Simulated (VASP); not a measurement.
A run of VASP 6.6.1 is set up as follows.

Contents of INCAR:

```
SYSTEM = TiO2
  PREC = Accurate
  ENCUT = 520
  EDIFF = 1E-6
  ISMEAR = 0
  SIGMA = 0.015
  LREAL = .False.
  LASPH = .True.
  NELM = 100
  ALGO = Normal
  ISIF = 2
  LWAVE = .False.
  LCHARG = .True.
  GGA = PE
  LELF = .True.
  LVHAR = .True.
  NBANDS = 33
```

KPOINTS

```
regular mesh
0
Gamma
  10 10 10
  0 0 0
```

POSCAR

```
TiO2
1.0
   -1.8921000000      1.8921000000      4.7573000000
    1.8921000000     -1.8921000000      4.7573000000
    1.8921000000      1.8921000000     -4.7573000000
Ti O
2 4
Direct
    0.7500000000      0.2500000000      0.5000000000
    0.0000000000      0.0000000000      0.0000000000
    0.7919000000      0.7919000000      0.0000000000
    0.5419000000      0.0419000000      0.5000000000
    0.9581000000      0.4581000000      0.5000000000
    0.2081000000      0.2081000000      0.0000000000
```

Potentials or basis: VASP PAW PBE potentials, release 64 (Ti_sv, O).

Command:

```console
$ cat potpaw_PBE.64/Ti_sv/POTCAR potpaw_PBE.64/O/POTCAR > POTCAR
$ mpirun -np 1 vasp_std > vasp.out
```

Q: Predict the pressure.

A: 5.9 GPa.

Q: Estimate the largest force.

A: 0.125 eV/Å.

Q: Predict the band gap on the k mesh.

A: 2.11 eV, indirect (least direct gap 2.44 eV).

Forces in eV/Å, atoms in the order of the input:
```
Ti   0.000  0.000  0.000
Ti   0.000  0.000  0.000
O    0.000  0.000 -0.125
O    0.000  0.000 -0.125
O    0.000  0.000  0.125
O    0.000  0.000  0.125
```

A k mesh can miss the band edges. As with any semilocal functional, this PBE gap is likely too small.
